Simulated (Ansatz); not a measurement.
CuO (C2/c)

All numbers are calculated (PBEsol+U, U_eff = 7.0 eV (Dudarev form) on Cu d, fully localised double counting, collinear spin, scalar-relativistic, 420 eV, PAW set soft_2 (made for PBE), 7×4×4 mesh, Gaussian smearing of 0.05 eV) with the plane-wave PAW code Ansatz.

```xyz
8
Lattice="2.3418 -1.7113 0.0000 4.6837 3.4226 0.0000 -0.8500 0.0000 5.0579" Properties=species:S:1:pos:R:3 pbc="T T T"
Cu    1.1709    0.8556    0.0000
Cu    0.7459   -0.8556    2.5289
O     2.1293   -0.2793    1.2645
O     1.7043    0.2793    3.7934
Cu    3.5128    2.5669    0.0000
Cu    3.0878    0.8556    2.5289
O     4.4712    1.4320    1.2645
O     4.0462    1.9906    3.7934
```

The structure is that of a cell as deposited in COD, unrelaxed. The cell shown is twice the primitive one, so that more magnetic patterns fit.

Cell and atoms stay fixed. Atoms count from 1 in the text and from 0 in parts of the program's output.

Two runs on this cell converged from different starts. The ends of their outputs, energies left out (λ are the eigenvalues of a shell's occupation matrix):

Run A:

```
Magnetization: 0.0000 μB (50.0000 up, 50.0000 down)
Absolute magnetization: 3.3251 μB (∫|ρ↑−ρ↓|, with the PAW one-centre terms)
Per-site moments (μB) at R_I (Å): [(0.59962, 0.80469), (0.59827, 0.80469), (0.14554, 0.80469), (0.16183, 0.80469), (-0.59962, 0.80469), (-0.59827, 0.80469), (-0.14554, 0.80469), (-0.16182, 0.80469)]
Fermi energy:    11.581933 eV
--- Forces (eV/Å), atoms counted from 1 ---
  atom   1  Cu     0.00947089    -0.18239879     0.03524805
  atom   2  Cu    -0.10476202    -0.14345437    -0.04083132
  atom   3  O      0.03484786     0.24351060     0.08340691
  atom   4  O      0.06043659     0.08234158    -0.07782981
  atom   5  Cu     0.00944034    -0.18243143     0.03525058
  atom   6  Cu    -0.10473284    -0.14342329    -0.04082956
  atom   7  O      0.03482733     0.24351987     0.08339306
  atom   8  O      0.06047368     0.08233525    -0.07781106
--- Stress (GPa, compression-positive) ---
        0.162265       0.110305       0.060323
        0.110311       1.352161      -0.097060
        0.060303      -0.097026       0.442023
  P = ⅓ Tr σ = 0.6521 GPa (6.521 kbar)
--- Löwdin populations: 8 sites ---
  site symbol       q [e]    m [muB]
     0     Cu     17.9499     0.5425
     1     Cu     17.9473     0.5460
     2      O      6.9396     0.1844
     3      O      6.9268     0.2086
     4     Cu     17.9499    -0.5426
     5     Cu     17.9473    -0.5460
     6      O      6.9397    -0.1844
     7      O      6.9268    -0.2086
--- Occupation matrices: 4 shells (run DFT+U table (all-electron-ortho-atomic); ε = 3.56e-3) ---
  Cu0 d_3D up     Tr n = 4.9672  λ = 0.985 0.989 0.997 0.998 0.998
  Cu0 d_3D dn     Tr n = 4.4086  λ = 0.434 0.982 0.997 0.998 0.998
  Cu1 d_3D up     Tr n = 4.9653  λ = 0.985 0.988 0.997 0.998 0.998
  Cu1 d_3D dn     Tr n = 4.4082  λ = 0.432 0.983 0.997 0.998 0.998
  Cu4 d_3D up     Tr n = 4.4086  λ = 0.434 0.982 0.997 0.998 0.998
  Cu4 d_3D dn     Tr n = 4.9672  λ = 0.985 0.989 0.997 0.998 0.998
  Cu5 d_3D up     Tr n = 4.4082  λ = 0.432 0.983 0.997 0.998 0.998
  Cu5 d_3D dn     Tr n = 4.9653  λ = 0.985 0.988 0.997 0.998 0.998
```

Run B:

```
Magnetization: 0.0000 μB (50.0000 up, 50.0000 down)
Absolute magnetization: 0.0000 μB (∫|ρ↑−ρ↓|, with the PAW one-centre terms)
Per-site moments (μB) at R_I (Å): [(0.00001, 0.80469), (0.00000, 0.80469), (0.00000, 0.80469), (0.00000, 0.80469), (-0.00001, 0.80469), (0.00000, 0.80469), (0.00000, 0.80469), (0.00000, 0.80469)]
Entropy (-TS):   -0.005817 eV (-0.727 meV/atom)
Fermi energy:    11.263134 eV
--- Forces (eV/Å), atoms counted from 1 ---
  atom   1  Cu     0.00000465     0.00000569    -0.00005122
  atom   2  Cu    -0.00000531     0.00000567     0.00005093
  atom   3  O     -0.00895145     0.21992600     0.01299537
  atom   4  O      0.00895185    -0.21993912    -0.01299462
  atom   5  Cu     0.00000465     0.00000569    -0.00005122
  atom   6  Cu    -0.00000531     0.00000567     0.00005093
  atom   7  O     -0.00895145     0.21992600     0.01299537
  atom   8  O      0.00895185    -0.21993912    -0.01299462
--- Stress (GPa, compression-positive) ---
        1.378197       0.063406      -1.012013
        0.063407       1.922554      -0.047776
       -1.012013      -0.047776      -0.093054
  P = ⅓ Tr σ = 1.0692 GPa (10.692 kbar)
--- Löwdin populations: 8 sites ---
  site symbol       q [e]    m [muB]
     0     Cu     18.0994     0.0000
     1     Cu     18.0997     0.0000
     2      O      6.8051     0.0000
     3      O      6.8051     0.0000
     4     Cu     18.0994     0.0000
     5     Cu     18.0997     0.0000
     6      O      6.8051     0.0000
     7      O      6.8051     0.0000
--- Occupation matrices: 4 shells (run DFT+U table (all-electron-ortho-atomic); ε = 3.02e-3) ---
  Cu0 d_3D up     Tr n = 4.7774  λ = 0.809 0.979 0.995 0.996 0.997
  Cu0 d_3D dn     Tr n = 4.7774  λ = 0.809 0.979 0.995 0.996 0.997
  Cu1 d_3D up     Tr n = 4.7775  λ = 0.809 0.979 0.995 0.996 0.997
  Cu1 d_3D dn     Tr n = 4.7775  λ = 0.809 0.979 0.995 0.996 0.997
  Cu4 d_3D up     Tr n = 4.7774  λ = 0.809 0.979 0.995 0.996 0.997
  Cu4 d_3D dn     Tr n = 4.7774  λ = 0.809 0.979 0.995 0.996 0.997
  Cu5 d_3D up     Tr n = 4.7775  λ = 0.809 0.979 0.995 0.996 0.997
  Cu5 d_3D dn     Tr n = 4.7775  λ = 0.809 0.979 0.995 0.996 0.997
```

Q: Which run lies higher in energy, by how much, and why?

A: Run B, by 91.0 meV/atom. Run B has no gap on the mesh (a metal); run A has a gap of 0.70 eV. Flag on run B: possible saddle point. With J = 0 the Hubbard energy is (U/2) Σ λ(1 − λ), a penalty on fractional natural occupations. The sums Σ λ(1 − λ) over the cell's shells are 1.21 for run A and 1.49 for run B, which at U/2 = 3.50 eV give 4.24 and 5.20 eV per cell. Of the difference of 0.73 eV per cell, the Hubbard term gives 0.95 eV and all other terms -0.23 eV, so the Hubbard term alone decides the order: the other terms favour run B. The other terms are taken on each state's own density, so they aren't the result of a run without U.

Every start opposed the Cu moments, so their parallel order wasn't tried, nor other patterns of signs.

In the lower state the fixed cell carries forces up to 0.26 eV/Å; relaxing would change energies and could change the order of close states.

Run B started from: typed shells with each spin channel wholly full or empty (5+5 electrons), moments Cu1 0.30; Cu2 0.30; Cu5 -0.30; Cu6 -0.30 μB, occupations held for 12 iterations. Run A started from: random orbitals: random mixtures, high spin, moments Cu1 1.00; Cu2 1.00; Cu5 -1.00; Cu6 -1.00 μB, occupations held until the density converged. At this level the cell was started in 11 ways. Run A holds the lowest state found for this cell, which doesn't make it the ground state. For metallic states the mesh is coarse, so energy differences carry some meV/atom. The value of U was drawn from a range and not derived for this compound; another value can change gaps, moments and the order of states. A gap on the mesh alone may shrink between mesh points.
